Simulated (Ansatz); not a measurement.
Moving the dispersion correction in Pd

The cell as given:

```
Pd
1.0
     0.00000    1.94650    1.94650
     1.94650    0.00000    1.94650
     1.94650    1.94650    0.00000
Pd
1
Direct
  0.00000 0.00000 0.00000
```

Kept alike: task relaxation of cell and atoms; functional PBE; k mesh 12 × 12 × 12; occupations fermi-dirac, width 0.05 eV; no spin polarisation. Program: Ansatz, Ansatz PAW, cutoff 420 eV. The mesh is that of the run's cell of 1 atom. No spin-orbit coupling.

| dispersion correction | volume (Å³/atom) |
| --- | --- |
| D3(BJ) | 14.702 |
| D3(BJ)-ATM | 14.844 |
| D4 | 14.902 |
| none | 15.315 |

The relaxations keep at least the cell's symmetry (Fm-3m). For a metal such a mesh leaves the last digits unconverged. Relaxations stop with a little pressure left, so the last digits of a volume or edge aren't settled.

Question: What does the dispersion correction change here?

Answer: The volume runs from 14.702 (D3(BJ)) to 15.315 Å³/atom (none). Against no correction: D3(BJ) -4.0 %; D3(BJ)-ATM -3.1 %; D4 -2.7 %. Dispersion terms mostly attract and so lower the volume; the schemes' coefficients and damping set how far. Measured: 14.72 Å³/atom at 293.15 K (arxiv:2204.14071); nearest D3(BJ), 0.02 Å³/atom off. The runs are for a static lattice.
